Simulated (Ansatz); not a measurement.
# Cu (bcc)

The computed numbers are results of HSE06, scalar-relativistic (no spin polarisation) in the plane-wave PAW code Ansatz at 420 eV, Γ-centred 10×10×10 mesh, 0.05 eV Gaussian smearing; PAW files: Ansatz's generated set soft_2.

```
Cu
1.0
    -1.44288    1.44288    1.44288
     1.44288   -1.44288    1.44288
     1.44288    1.44288   -1.44288
Cu
1
Direct
  0.00000 0.00000 0.00000
```

At room temperature and ambient pressure Cu is fcc.

At this volume the pressure is 0.07 GPa.

Path: Γ–H–N–Γ–P–H | P–N, with Γ = (0.000, 0.000, 0.000), H = (0.500, -0.500, 0.500), N = (0.000, 0.000, 0.500), P = (0.250, 0.250, 0.250) in reciprocal vectors of the calculation's cell.

Q: Is it a metal or an insulator, and if it has a gap, where are the band edges on this path?

A: A metal: bands cross the Fermi level.

Levels between -6 and 6 eV from the Fermi level at the path's named points:
```tsv
point	below E_F (eV)	above E_F (eV)
Γ	-4.34 -4.34 -4.34 -3.32 -3.32	
H	-5.94 -5.94 -2.59 -2.59 -2.59	
N	-5.08 -3.32 -3.13 -2.39 -0.34	5.16
P	-4.92 -4.92 -4.92 -3.13 -3.13
```

With 19 valence electrons in the calculation's cell and no magnetic order, the bands, two electrons each, can't all be full or empty: band theory demands a metal. (Only strong correlation, outside this picture, could make a Mott insulator of it.)

Pressures of hybrids are less tightly converged. For a metal under a hybrid functional this mesh is coarse.
